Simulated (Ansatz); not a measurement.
V:

```
CELL_PARAMETERS angstrom
-1.37772 1.64119 1.64793
1.50498 -1.49126 1.62526
1.27255 1.38609 -1.49800
ATOMIC_POSITIONS crystal
V 0.00000 0.00000 0.00000
```

The cell isn't the ideal one: cell sheared at random, sigma 0.1, atoms nudged by 0.01 Å.

| Item | Value |
| --- | --- |
| Program | Ansatz 0.2.0 |
| Task | relaxation of cell and atoms |
| Functional | PBEsol0 |
| Potentials or basis | Ansatz PAW |
| Cutoff | 420 eV (not typed: the program's choice for these potentials) |
| k mesh | 6 × 6 × 7 |
| Occupations | fermi-dirac, width 0.05 eV |
| Spin | collinear spin, ferromagnetic start |
| Starting moments | [2.0] μB |

At the start: volume 13.69 Å³/atom.

**Question.** Where does the relaxation end?

**Answer.** It ends after 8 steps and the volume is 12.74 Å³/atom (-6.9 %); space group P-1 (No. 2, to 0.05 Å); moment 0.02 μB per cell.

Step by step:
```tsv
step	energy change (eV)	largest force (eV/Å)	volume (Å³)
1	0.0000	0.0000	13.69
2	-0.0782	0.0000	12.94
3	-0.0996	0.0000	12.73
4	-0.1004	0.0000	12.75
5	-0.1005	0.0000	12.74
6	-0.1005	0.0000	12.74
7	-0.1005	0.0000	12.74
8	-0.0999	0.0000	12.74
```

Final structure:
```
V
1.0
    -1.43178    1.61819    1.47431
     1.58982   -1.54035    1.54528
     1.25491    1.36904   -1.39903
V
1
Direct
  0.00000 0.00000 0.00000
```

Caveat: the k mesh is coarse (spacing up to 0.47 Å⁻¹), so the values aren't converged, least of all with exact exchange; the magnetic or orbital state may not be the lowest; the plane-wave basis is chosen anew once the cell has moved, so the energies of steps on either side of that aren't comparable; the PAW data sets come from PBE, with cores solved anew for the run's functional, which leaves a small shift of forces and pressure; the starting moments weren't kept.
